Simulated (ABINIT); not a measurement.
MgS (Niningerite):

```xyz
2
Lattice="0.0000 2.6016 2.6016 2.6016 0.0000 2.6016 2.6016 2.6016 0.0000" Properties=species:S:1:pos:R:3 pbc="T T T"
S     2.6016    2.6016    2.6016
Mg    0.0000    0.0000    0.0000
```

Base run:

| Property | Result |
| --- | --- |
| Program | ABINIT 10.8.3 (patched build) |
| Functional | LDA |
| Potentials or basis | PseudoDojo NC SR LDA v0.4.1 standard |
| Cutoff | 1088 eV |
| k mesh | 4 × 4 × 4, with 4 shifts |
| Occupations | fixed |
| Spin | no spin polarisation |

Its results: pressure -3.3 GPa; electronic dielectric tensor (diagonal) 5.64.

Question: The run is repeated on the same cell with these changes: functional from LDA to PBEsol; potentials or basis from PseudoDojo NC SR LDA v0.4.1 standard to PseudoDojo NC SR PBEsol v0.4.1 standard; cutoff from 1088 eV to 1034 eV. What comes out?

Answer: Pressure -1.4 GPa; electronic dielectric tensor (diagonal) 5.58.

Caveats: the cell is more than 3 GPa from zero pressure, which shifts response properties (some runs).
